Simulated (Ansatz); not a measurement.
The system is Ta.

```
Ta
1.0
    -1.65128    1.65128    1.65128
     1.65128   -1.65128    1.65128
     1.65128    1.65128   -1.65128
Ta
1
Direct
  0.00000 0.00000 0.00000
```

Base run:

- Program: Ansatz 0.2.0
- Functional: PBEsol
- Potentials or basis: all-electron PAW datasets made for the crystal
- Cutoff: 240 eV
- Density cutoff: 960 eV
- k mesh: 11 × 11 × 11
- Occupations: fermi-dirac, width 0.05 eV
- Spin: no spin polarisation

Its results: pressure -4.4 GPa.

Problem. The run is repeated on the same cell with these changes: potentials or basis from all-electron PAW datasets made for the crystal to all-electron LAPW, non-relativistic; cutoff from 240 eV to 256 eV; density cutoff from 960 eV to 1026 eV. What comes out?

Solution. Pressure 3.4 GPa.

Caveats: relativity is left out, which matters for the heavier elements (some runs).

Not every run made on this cell is shown here.
